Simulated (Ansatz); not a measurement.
Input and command of a calculation in Ansatz (plane waves; scalar-relativistic PAW potentials unless the input names others):

```yaml
crystal:
  lattice:
    - [3.2000403818, 0.0, 0.0]
    - [-1.6000201909, 2.7713162638, 0.0]
    - [0.0, 0.0, 3.60152767]
  atoms:
    - { symbol: Mg, position: [0.0, 0.0, 0.0] }
    - { symbol: B, position: [0.3333333333, 0.6666666667, 0.5] }
    - { symbol: B, position: [0.6666666667, 0.3333333333, 0.5] }
basis:
  ecutwfc: 420
kpoints:
  mp_grid: { grid: [15, 15, 10] }
hamiltonian:
  xc: pbesol
scf:
  occupations: { method: gaussian, width: 0.1 }
  lower_state_search: standard
output:
  forces: true
  eigenvalues: true
  stress: true
```

```bash
ansatz run input.yaml --threads 1 --pin off --max-ram 1331MiB --backend cpu --events-out ev --progress --plain --runs-dir out
```

Abridged log:
```
Basis set: ecut = 420 eV, 613 PW (Γ), exchange–correlation on 48×48×50 points (8 copies of the dense FFT grid, shifted against one another)
Bands: 12, of which v1, the nominal top of the filled ones, is band 8 counted from 1 (7 counted from 0)
Symmetry: 24 space group operations
k-points: 162 of 2250
SCF iter   1: F=—  HF=-2217.600038 eV  |F-HF|=—  |Δ(HF+E_count)|=         —  Δρ=3.71e-3  dr2=6.35e-3  ethr=1.77e-3  ⟨swp⟩=5.0  Hψ=10140  notcnv=0
SCF iter   2: F=—  HF=-2217.599207 eV  |F-HF|=—  |Δ(HF+E_count)|=   8.31e-4  Δρ=2.12e-3  dr2=2.30e-3  ethr=3.97e-5  ⟨swp⟩=1.9  Hψ=3542  notcnv=0
SCF iter   3: F=—  HF=-2217.598515 eV  |F-HF|=—  |Δ(HF+E_count)|=   6.93e-4  Δρ=3.04e-4  dr2=3.70e-5  ethr=1.44e-5  ⟨swp⟩=2.0  Hψ=2495  notcnv=0
SCF iter   4: F=—  HF=-2217.598499 eV  |F-HF|=—  |Δ(HF+E_count)|=   1.58e-5  Δρ=7.19e-5  dr2=2.94e-6  ethr=2.31e-7  ⟨swp⟩=2.1  Hψ=2585  notcnv=0
SCF iter   5: F=—  HF=-2217.598498 eV  |F-HF|=—  |Δ(HF+E_count)|=   6.31e-7  Δρ=1.60e-5  dr2=1.00e-7  ethr=1.84e-8  ⟨swp⟩=2.2  Hψ=2427  notcnv=0
SCF iter   6: F=-2217.598498 eV  HF=-2217.598498 eV  |F-HF|=8.81e-10  |Δ(HF+E_count)|=   7.11e-9  Δρ=2.43e-6  dr2=2.45e-9  ethr=6.25e-10  ⟨swp⟩=4.5  Hψ=6600  notcnv=0
SCF 1 converged in 6 iterations: F = -2217.598498 eV  dr2 = 2.45e-9
SCF converged after 6 iterations
Free energy (F): -2217.598498 eV
Harris-Foulkes:  -2217.598498 eV  (|F-HF|=8.81e-10)
Internal energy: -2217.593471 eV  (E = F + TS)
E sigma→0 (E₀):  -2217.595985 eV
Entropy (-TS):   -0.005027 eV (-1.676 meV/atom)
Fermi energy:    8.102982 eV
--- Forces (eV/Å), atoms counted from 1 ---
  atom   1  Mg     0.00000000     0.00000000     0.00000000
  atom   2  B      0.00000000     0.00000000     0.00000000
  atom   3  B      0.00000000     0.00000000     0.00000000
--- Stress (GPa, compression-positive) ---
      -18.504019       0.000000       0.000000
        0.000000     -18.504019       0.000000
        0.000000       0.000000      -8.534862
  P = ⅓ Tr σ = -15.1810 GPa (-151.810 kbar)
```

Apart from outputs and empty bands, the input differs from a reference run on usual settings in scf.lower_state_search: not typed → "standard". The reference, at the same geometry (not necessarily relaxed), gave pressure -15.18 GPa, largest force 0.000 eV/Å, no gap on the mesh. This run converged in 6 SCF iterations (reference: 6) with an energy at zero smearing within 0.01 meV/atom of the reference's, pressure -15.18 GPa, largest force 0.000 eV/Å, no gap on the mesh.